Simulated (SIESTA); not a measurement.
# SnSe under changes of volume

One of the cells (26.143 Å³/atom); the others are scaled copies at fixed shape and fractional positions:

```
Sn Se
1.0
    11.34335    0.00000    0.00000
     0.00000    4.16188    0.00000
     0.00000    0.00000    4.43007
Sn Se
4 4
Direct
  0.87700 0.75000 0.90900
  0.62300 0.25000 0.40900
  0.37700 0.75000 0.59100
  0.12300 0.25000 0.09100
  0.64300 0.75000 0.98400
  0.85700 0.25000 0.48400
  0.14300 0.75000 0.51600
  0.35700 0.25000 0.01600
```

```yaml
Program: SIESTA 5.4.2
Functional: PBE
Potentials_or_basis: PseudoDojo 0.4 standard (PBE files, fully relativistic)
Basis: DZP (energy shift 0.002 Ry)
Grid_cutoff: 500 Ry
Energy_shift: 0.002 Ry
k_mesh: 2 × 4 × 4
Occupations: fermi-dirac, width 0.05 eV
Spin: non-collinear spin, zero start, spin-orbit coupling
Starting_moments: "[[0.0, 0.0, 0.0], [0.0, 0.0, 0.0], [0.0, 0.0, 0.0], [0.0, 0.0, 0.0], [0.0, 0.0, 0.0], [0.0, 0.0, 0.0], [0.0, 0.0, 0.0], [0.0, 0.0, 0.0]] μB"
```

```tsv
volume (Å³/atom)	energy over the lowest point (meV/atom)	pressure (GPa)	gap on the mesh (eV)	largest force (eV/Å)
25.076	84.01	9.5	0.98	1.225
25.609	55.42	7.8	1.04	1.058
26.143	?	?	?	?
26.676	13.76	4.8	1.12	0.770
27.210	0.00	3.6	1.15	0.630
```

**Question.** What does the run at 26.143 Å³/atom give?

**Answer.** Energy over the lowest point 32.16 meV/atom; pressure 6.2 GPa; gap on the mesh 1.08 eV; largest force 0.902 eV/Å.

Worked out: A Birch-Murnaghan fit of order 2 (a polynomial in V^(-2/3)) to the other rows has no minimum within the range. It gives 32.10 meV/atom at 26.143 Å³/atom, against the run's 32.16, and -dE/dV = 6.2 GPa, against 6.2. A parabola through the other rows of the gap, of slope 2.04 eV per unit of ln V there, gives 1.09 eV, against the run's 1.08.

Energies are extrapolated to zero smearing.

Caveats: semicore shells carry a single zeta, which can move pressures by several GPa and volumes by a few percent; the basis of atomic orbitals isn't converged, which shifts pressures, moduli and gaps; forces of over 1 eV/Å show positions far from the minimum, so gaps and moduli don't describe the material at rest (some runs).

A mesh can miss the band edges.
